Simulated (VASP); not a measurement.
The system is Te.

```
Te
1.0
    -2.95779    3.87597    1.53515
     2.95779   -3.87597    1.53515
     2.95779    3.87597   -1.53515
Te
2
Direct
  0.00093 0.75093 0.25000
  0.99907 0.24907 0.75000
```

This isn't the form of Te at room conditions, which is trigonal, of chains.

| Quantity | Value |
| --- | --- |
| Program | VASP 6.6.1 |
| Task | single point |
| Functional | PBE |
| Potentials or basis | VASP PAW PBE potentials, release 64 (Te) |
| Cutoff | 520 eV |
| k mesh | 10 × 10 × 10 |
| Occupations | fermi-dirac, width 0.05 eV |
| Spin | no spin polarisation |

On this cell: pressure 0.6 GPa; largest force under 0.003 eV/Å; band gap on the k mesh none (metal or under the smearing width).

The same run follows on a disturbed copy (atoms moved at random, drawn with an rms of 0.05 Å):

```
Te
1.0
    -2.95779    3.87597    1.53515
     2.95779   -3.87597    1.53515
     2.95779    3.87597   -1.53515
Te
2
Cartesian
  2.9262 -1.8450 0.7530
  0.0535 5.8179 0.7161
```

Question: What does the disturbed cell give?

Answer: The energy (extrapolated to zero smearing) moves by -1.6 meV/atom; pressure 0.8 GPa; largest force 0.047 eV/Å; band gap on the k mesh none (metal or under the smearing width).

Forces in eV/Å, atoms in the order of the input:
```
Te  -0.012 -0.043 -0.013
Te   0.012  0.043  0.013
```

Stress tensor (GPa, compression positive):
```
 2.29  0.00 -0.04
 0.00  0.26 -0.01
-0.04 -0.01 -0.04
```

The energy falls, though the first cell shows no forces: that form is unstable against this distortion, unless noise or another electronic state is at work.
